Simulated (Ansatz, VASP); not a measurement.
## HfO2: VASP beside Ansatz

```xyz
6
Lattice="4.8135 0.0000 0.0000 0.0000 4.8135 0.0000 0.0000 0.0000 3.2054" Properties=species:S:1:pos:R:3 pbc="T T T"
Hf    2.4068    2.4068    1.6027
Hf    0.0000    0.0000    0.0000
O     3.8751    0.9384    1.6027
O     3.3452    3.3452    0.0000
O     1.4683    1.4683    0.0000
O     0.9384    3.8751    1.6027
```

Measurements of this composition are mostly on another form, of space group No. 14.

Alike in both runs: functional PBE; k mesh 5 × 5 × 6; occupations fermi-dirac, width 0.05 eV; no spin polarisation; Hubbard terms Hf d U = 8.0 eV.

|  | VASP | Ansatz |
| --- | --- | --- |
| version | VASP 6.6.1 | Ansatz 0.2.0 |
| potentials or method | VASP PAW PBE potentials, release 64 (Hf_pv, O) | Ansatz PAW |
| plane-wave cutoff (eV) | 520 | 420 |
| valence electrons in the cell | 44 | 76 |
| task | single point | density of states |

|  | VASP | Ansatz | Ansatz less VASP |
| --- | --- | --- | --- |
| gap on the k mesh at the Fermi level (eV) | 4.91 | 4.97 | +0.066 |
| least direct gap on the mesh (eV) | 4.91 | 4.97 | +0.066 |
| pressure (GPa) | 26.4 | 19.7 | -6.72 |
| largest component of the traceless stress (GPa) | 6.76 | 5.62 | -1.140 |
| rms of the force components (eV/Å) | 0.122 | 0.032 | -0.0896 |

The programs project onto different local orbitals, so the same U acts differently. Atom by atom the forces differ by 0.090 eV/Å (rms over components). The two sets of potentials don't hold the same shells in valence.

Caveats: spin-orbit coupling is left out, which moves the levels of the heavy elements; an odd mesh through Γ misses points on the zone boundary, where band edges often lie (VASP); odd divisions of the mesh miss points on the zone boundary, where band edges often lie, so the gap on the mesh can be too wide (Ansatz); the pressure holds a Pulay correction of +0.7 GPa for the finite cutoff (Ansatz); the density of states is complete only up to the lowest level of the last band computed (Ansatz).
